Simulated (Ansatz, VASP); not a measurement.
# Two plane-wave programs on Cr

The input INCAR:

```
SYSTEM = Cr
PREC = Accurate ; ENCUT = 520
EDIFF = 1E-6 ; ISMEAR = -1
SIGMA = 0.01 ; LREAL = .False.
LASPH = .True. ; NELM = 80
ALGO = Normal ; ISIF = 2
LWAVE = .False. ; LCHARG = .False.
GGA = PE ; NBANDS = 12
```

The input KPOINTS:

```
regular mesh
0
Gamma
  15 15 15
  0 0 0
```

File POSCAR:

```
Cr
1.0
   -1.4243177237      1.4243177237      1.4243177237
    1.4243177237     -1.4243177237      1.4243177237
    1.4243177237      1.4243177237     -1.4243177237
Cr
1
Direct
    0.0000000000      0.0000000000      0.0000000000
```

Input for Ansatz:

```yaml
crystal:
  lattice:
    - [-1.4243177237, 1.4243177237, 1.4243177237]
    - [1.4243177237, -1.4243177237, 1.4243177237]
    - [1.4243177237, 1.4243177237, -1.4243177237]
  atoms:
    - { symbol: Cr, position: [0.0, 0.0, 0.0] }
hamiltonian:
  xc: pbe
  pseudopotentials:
    kind: paw
    azcp:
      Cr: "pseudopotentials/Cr.paw.azcp"
basis:
  ecutwfc: 420
  fft_grid_basis: typed
kpoints:
  mp_grid: { grid: [15, 15, 15], shift: [0, 0, 0] }
magnetization:
  spin_polarized: false
scf:
  occupations: { method: fermi_dirac, width: 0.01 }
  lower_state_search: "off"
output:
  stress: true
  write_density: true
  write_potential: true
  elf: true
  volumetric_format: npy
```

Alike in both runs: task single point; functional PBE; k mesh 15 × 15 × 15; occupations fermi-dirac, width 0.01 eV; no spin polarisation.

|  | VASP | Ansatz |
| --- | --- | --- |
| version | VASP 6.6.1 | Ansatz 0.2.0 |
| potentials or method | VASP PAW PBE potentials, release 64 (Cr_pv) | plane waves (420 eV) with PAW, scalar-relativistic |
| plane-wave cutoff (eV) | 520 | 420 |
| valence electrons in the cell | 12 | 14 |

```csv
,VASP,Ansatz,Ansatz less VASP
pressure (GPa),-0.9,-0.3,+0.58
```

The functional is the same, so the differences come from potentials, cutoffs and numerics. The two sets of potentials don't hold the same shells in valence.

Caveats: the run has no spin polarisation, though such a crystal can be magnetic. Spin polarisation is off, so any magnetic state and its effect on volume and gap are missing.
